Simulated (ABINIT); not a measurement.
Ge, 2 atoms in the cell. The structure is cubic, space group Fd-3m (No. 227). The conventional cell has a = 5.658 Å, b = 5.658 Å, c = 5.658 Å, α = 90.00°, β = 90.00°, γ = 90.00°. Ge (site symmetry -43m) is surrounded by 4 Ge at 2.45 Å. 

```yaml
Program: ABINIT 10.8.3 (patched build)
Task: relaxation of cell and atoms
Functional: PBE
Potentials_or_basis: JTH PAW PBE v2.0
Cutoff: 599 eV
k_mesh: 8 × 8 × 8
Occupations: fermi-dirac, width 0.05 eV
Spin: no spin polarisation
Target_pressure: 20 GPa
Cell_freedom_optcell: 2
Cutoff_smearing_ecutsm_Ha: 0.5
Optimiser_ionmov: 2
Force_stop_Ha/bohr: 0.0002
Fine-grid_cutoff: 1197.3 eV
```

Potentials or basis: JTH PAW PBE v2.0.

Launch:

```sh
$ abinit run.abi > log 2>&1
```

Hardware: 1 thread of Arm Neoverse V1 (shared host).

Q: Estimate the wall time of this run.

A: Run time: 3 min on 1 thread of Arm Neoverse V1, on a shared host, peak memory 0.16 GiB. Counts: scf iterations 59, mpi ranks 1, k points 29, bands 18, plane waves 1924, ion steps 5.
